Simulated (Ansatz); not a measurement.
Values for one crystal, relaxed and computed with PBEsol in the plane-wave PAW code Ansatz; other levels are named.

```yaml
volume_per_atom: 17.37 Å³
band_gap: 3.27 eV (indirect)
Static dielectric constant ε0 (ions relaxed, cell fixed): 7.08
Vibrational entropy at 300 K: 21.9 J/(K·mol of atoms)
Pressure derivative B′: 4.1
Bulk modulus (Birch–Murnaghan fit): 81.7 GPa
zone_centre_stability: no imaginary mode at Γ
```

Problem. Which compound is it?
A) Li2O, anti-fluorite
B) CaO, zinc blende
C) SrZrO3, R3c (Sr on 6a, Zr on 6a, O on 18b)
D) AlP, zinc blende

Solution. B, CaO, zinc blende

Space group F-43m (zinc blende). The start of the workflow was typed in or built on a structure type; neither database checked (COD, Materials Project) lists it. It is not the phase usual at ambient conditions (space group No. 225). Symmetry was held in the PBEsol relaxation.

Potentials: the later of the program's two PAW sets.
